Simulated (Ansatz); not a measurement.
Runs of Ansatz 0.2.0 on Pb. It takes space group Im-3m (No. 229, cubic). The conventional cell has a = 3.959 Å, b = 3.959 Å, c = 3.959 Å, α = 90.00°, β = 90.00°, γ = 90.00°. Pb (site symmetry m-3m) is surrounded by 8 Pb at 3.43 Å. This isn't the form of Pb at room conditions, which is fcc.

```tsv
task	level	potentials or basis	spin	cell	k mesh	cutoff (eV)	smearing	other keys	gap on the mesh (eV)	pressure (GPa)	moment (μB)
single point	r2SCANh+D3(BJ)	SSSP precision PAW	off	volume scaled by 0.96	7 × 7 × 7	612	fermi-dirac 0.05 eV	-	none	-0.3	-
relaxation of cell and atoms	RPBE	SSSP precision PAW	collinear, zero start	relaxed from: cell strained at random at fixed volume	7 × 7 × 7	612	fermi-dirac 0.1 eV	scf.convergence.dr2_threshold = 1e-06; relax.f_tol = 0.05; …	-	0.0	0.00
single point	PBE	PseudoDojo standard (LDA files)	off	volume scaled by 0.8	9 × 9 × 9	762	cold 0.025 eV	-	none	17.5	-
density of states	m-r2SCAN	SSSP efficiency PAW	off	volume scaled by 1.04	9 × 9 × 9	544	fermi-dirac 0.01 eV	-	none	-2.0	-
single point	RPBE	Ansatz PAW	non-collinear, ferromagnetic start, SOC	cell strained at random at fixed volume	7 × 7 × 7	420	fermi-dirac 0.05 eV	-	none	2.7	0.00
electron localisation function	PBE	Ansatz PAW	SOC, no magnetisation	as given	9 × 9 × 9	420	fermi-dirac 0.01 eV	-	none	(a)	-
```

Q: Estimate the missing entries.

A: (a) 1.3.

Caveats: the thresholds are loose for stress (some runs); the potentials were made for another functional, which shifts forces and pressure (some runs); pairwise dispersion overbinds metals, which lowers pressure and volume (some runs); the dispersion damping was fitted for another functional or another form of the correction (some runs); the plane-wave basis is chosen anew once the cell has moved, so the energies of steps on either side of that aren't comparable (some runs); the PAW data sets come from PBE, with cores solved anew for the run's functional, which leaves a small shift of forces and pressure (some runs); the starting moments weren't kept (some runs).

A k mesh can miss the band edges, and rows without SOC leave out spin-orbit coupling on Pb.

A gap of «none» marks a metal or a gap under the smearing width.
